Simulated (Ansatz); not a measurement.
**ScAl2: further runs on the relaxed cell**

One table from this session's results is given with a row withheld; the runs are named, their logs left out.

Computed with Ansatz 0.2.0 (DFT PBEsol, scalar-relativistic, plane waves, PAW, unless a step's input says otherwise).

1 further run of the same task is left out (set aside as unsound or not needed).

**Starting point**

The structure is cubic, space group Fd-3m (No. 227). The conventional cell has a = 7.527 Å, b = 7.527 Å, c = 7.527 Å, α = 90.00°, β = 90.00°, γ = 90.00°. Around Sc (site symmetry -43m) lie 12 Al at 3.12 Å and 4 Sc at 3.26 Å. Around Al (site symmetry -3m) lie 6 Al at 2.66 Å.

Structure file:

```xyz
6
Lattice="0.0000 3.7634 3.7634 3.7634 0.0000 3.7634 3.7634 3.7634 0.0000" Properties=species:S:1:pos:R:3 pbc="T T T"
Sc    3.7634    3.7634    3.7634
Sc    5.6451    5.6451    5.6451
Al    0.9409    0.9409    0.9409
Al    0.9409    2.8226    2.8226
Al    2.8226    0.9409    2.8226
Al    2.8226    2.8226    0.9409
```

It goes back to an entry of the Materials Project, which need not be the stable form.

This cell was relaxed beforehand with the same method: volume 17.77 Å³/atom, gap on the mesh none (metal).

Set-up of the first run:

File input.yaml:

```yaml
crystal:
  lattice:
    - [0.0, 3.7634024213, 3.7634024213]
    - [3.7634024213, 0.0, 3.7634024213]
    - [3.7634024213, 3.7634024213, 0.0]
  atoms:
    - { symbol: Sc, position: [0.5, 0.5, 0.5] }
    - { symbol: Sc, position: [0.75, 0.75, 0.75] }
    - { symbol: Al, position: [0.125, 0.125, 0.125] }
    - { symbol: Al, position: [0.625, 0.125, 0.125] }
    - { symbol: Al, position: [0.125, 0.625, 0.125] }
    - { symbol: Al, position: [0.125, 0.125, 0.625] }
basis:
  ecutwfc: 420
kpoints:
  mp_grid: { grid: [8, 8, 8] }
  band_path:
    path:
      - [[0.0, 0.0, 0.0], [0.5, 0.0, 0.5], [0.625, 0.25, 0.625]]
      - [[0.375, 0.375, 0.75], [0.0, 0.0, 0.0], [0.5, 0.5, 0.5], [0.5, 0.25, 0.75], [0.5, 0.0, 0.5]]
    npoints: 14
hamiltonian:
  xc: pbesol
scf:
  occupations: { method: gaussian, width: 0.1 }
  n_extra_bands: 15
output:
  forces: true
  stress: true
  eigenvalues: true
  populations: true
  dos: { projected: true, de: 0.02, nscf_kmesh: { grid: [12, 12, 12] } }
  bader: true
  write_density: true
  write_potential: true
  elf: true
  volumetric_format: npy
```

Command:

```bash
> ansatz run input.yaml --threads 1 --pin off --max-ram 2560MiB --backend cpu --events-out ev --progress --plain --runs-dir out
```

Steps of the session up to this table: Electronic structure at the relaxed geometry; Point at V/V0 = 0.97; Volume × 1.03; Point at V/V0 = 0.94; The cell scaled to 1.06 of its volume.

One of the session's tables, all rows but one given; the rest of the session is left out.

It belongs to the step «Fit of the equation of state». 

| volume (Å³/atom) | energy above the lowest point (meV/atom) | pressure (GPa) |
| --- | --- | --- |
| 16.701 | 20.2 | 6.45 |
| 17.234 | 4.7 | 2.98 |
| 17.767 | 0.0 | -0.01 |
| 18.300 | ? | ? |
| 18.833 | 16.9 | -4.78 |

**Question.** Estimate the row for volume (Å³/atom) = 18.300.

Worked estimate for «energy above the lowest point (meV/atom)». A straight line through the neighbours (17.767, 0.0) and (18.833, 16.9) gives 0.0 + (16.9 − 0.0) × (18.300 − 17.767) / (18.833 − 17.767) = 8.5; a parabola fitted to 3 rows on both sides gives 4.1.

**Answer.** energy above the lowest point (meV/atom): 4.5; pressure (GPa): -2.58. In «energy above the lowest point (meV/atom)» the line misses by +4.0 and the parabola by -0.4.
